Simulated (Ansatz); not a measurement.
Runs of Ansatz 0.2.0 on Pt. Symmetry: P6_3/mmc, No. 194, hexagonal system. Conventional cell: a = 2.761 Å, b = 2.761 Å, c = 4.792 Å, α = 90.00°, β = 90.00°, γ = 120.00°. Pt (site symmetry -6m2) is surrounded by 12 Pt at 2.76 to 2.88 Å. This isn't the form of Pt at room conditions, which is fcc.

```csv
level,cutoff (eV),gap on the mesh (eV),pressure (GPa)
r2SCAN0,500,none,-13.7
LDA,420,none,-16.9
PBE0,420,none,-10.3
HSE06,420,none,(a)
PBEsol,420,none,-11.9
r2SCAN,500,none,(b)
```

Alike in all rows: task projected density of states; potentials or basis Ansatz PAW; no spin polarisation; cell as given; k mesh 6 × 6 × 3; smearing fermi-dirac 0.05 eV; the mesh is coarse, so values aren't converged.

Question: Fill in the values left out.

Answer: (a) -10.5; (b) -7.6.

Caveats: all runs use coarse meshes; the PAW data sets come from PBE, with cores solved anew for the run's functional, which leaves a small shift of forces and pressure; the density of states is complete only up to the lowest level of the last band computed; the thresholds are loose for stress (some runs).

A k mesh can miss the band edges, and the runs leave out spin-orbit coupling on Pt.

A gap of «none» marks a metal or a gap under the smearing width.
